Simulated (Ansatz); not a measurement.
The structure below was relaxed with PBE in Ansatz (plane waves to 420 eV, PAW, scalar-relativistic without spin-orbit coupling), at pressure 60 GPa.

```yaml
crystal:
  lattice:
    - [0.00000, 2.41969, 2.41969]
    - [2.41969, 0.00000, 2.41969]
    - [2.41969, 2.41969, 0.00000]
  atoms:
    - { symbol: Br, position: [0.00000, 0.00000, 0.00000] }
    - { symbol: Na, position: [0.50000, 0.50000, 0.50000] }
```

Q: Find the space group and the Wyckoff positions.

A: Space group Fm-3m (No. 225); a = 4.839 Å, b = 4.839 Å, c = 4.839 Å, α = 90.00°, β = 90.00°, γ = 90.00°

| atom | site | symmetry | x | y | z |
|---|---|---|---|---|---|
| Br | 4a | m-3m | 0.0000 | 0.0000 | 0.0000 |
| Na | 4b | m-3m | 0.5000 | 0.5000 | 0.5000 |

Load acts through the strain it causes; cell and atoms are relaxed under it. No phonon test of stability was made. No other phases were tried under pressure. The cell was made from NaBr in the rock salt structure (space group Fm-3m, No. 225) by this change: pressure 60 GPa.

Ansatz is a quantum-chemistry and plane-wave program.
